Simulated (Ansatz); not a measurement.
One crystal and one scan (energy against volume) at two levels, PBE (plane waves to 420 eV, PAW, scalar-relativistic; Ansatz, a quantum-chemistry and plane-wave program) and r2SCAN (plane waves to 500 eV, PAW, scalar-relativistic; Ansatz), each from its own relaxed cell and on its own mesh.

The crystal is GeO₂ (alpha-quartz type, space group P3_121); the cell is scaled evenly about its relaxed volume V₀.

Energies are smeared free energies. GeO2 was relaxed with its symmetry unable to fall. With the shape held, the modulus is that of even scaling; a crystal free to change shape is softer.

```json
[
 {"quantity": "Lattice constant a (Å)", "run 1": "5.093", "run 2": "4.989"},
 {"quantity": "Lattice constant c (Å)", "run 1": "5.768", "run 2": "5.675"},
 {"quantity": "Relaxed volume (Å³/atom)", "run 1": "14.40", "run 2": "13.59"},
 {"quantity": "Bulk modulus at fixed cell shape B₀ (third-order Birch-Murnaghan fit) (GPa)", "run 1": "39.6", "run 2": "43.1"},
 {"quantity": "Pressure derivative B₀′ (fit)", "run 1": "3.3", "run 2": "3.9"}
]
```

Which run is which level?

Run 1 is PBE, run 2 is r2SCAN. PBE gives the higher value for: lattice constant a; lattice constant c; relaxed volume. PBE gives the lower value for: bulk modulus at fixed cell shape B₀; pressure derivative B₀′. Neither level is exact: the differences show how much the result hangs on the functional.

(Under strain, the slope of the energy per volume gives the stress and its curvature an elastic modulus.)
